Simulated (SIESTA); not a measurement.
The system is NiO.

```
Ni O
1.0
     0.00000    2.08590    2.08590
     2.08590    0.00000    2.08590
     2.08590    2.08590    0.00000
Ni O
1 1
Direct
  0.00000 0.00000 0.00000
  0.50000 0.50000 0.50000
```

Program: SIESTA 5.4.2. Alike in all runs: spin collinear, ferromagnetic start; cell as given; smearing fermi-dirac 0.05 eV; grid cutoff 800 Ry.

**Question.** Order these runs on this cell by their pressure, lowest first.
A. level LDA; potentials or basis PseudoDojo 0.4 standard (LDA files), DZP (energy shift 0.003 Ry; two zetas on semicore shells); k mesh 8 × 8 × 8; energy shift 0.003 Ry
B. level PBE; potentials or basis PseudoDojo 0.4 standard (PBE files), SZ (energy shift 0.01 Ry); k mesh 11 × 11 × 11; energy shift 0.01 Ry
C. level PBE+U; potentials or basis PseudoDojo 0.4 standard (PBE files), DZP (energy shift 0.003 Ry; two zetas on semicore shells); U Ni d U = 2 eV; k mesh 8 × 8 × 8; hubbard projector method 1; U from the first cycle yes; energy shift 0.003 Ry
D. level PBE; potentials or basis PseudoDojo 0.4 standard (PBE files), DZP (energy shift 0.003 Ry; two zetas on semicore shells); k mesh 8 × 8 × 8; hubbard projector method 1; U from the first cycle yes; energy shift 0.003 Ry
E. level PBE+U; potentials or basis PseudoDojo 0.4 standard (PBE files), DZP (energy shift 0.003 Ry; two zetas on semicore shells); U Ni d U = 6 eV; k mesh 8 × 8 × 8; hubbard projector method 1; U from the first cycle yes; energy shift 0.003 Ry

**Answer.** A (-18.0 GPa), B (-15.1 GPa), D (7.1 GPa), C (11.1 GPa), E (15.1 GPa).

Caveats: short orbitals over semicore shells can move pressures by several GPa; the basis of atomic orbitals isn't converged, which shifts pressures, moduli and gaps; a cell with one magnetic atom can't hold antiferromagnetic order, which such compounds often take; so large a pressure means that the cell lies far from this level's equilibrium, or that cutoff or potentials fall short (some runs); the basis has no polarisation orbitals (some runs).
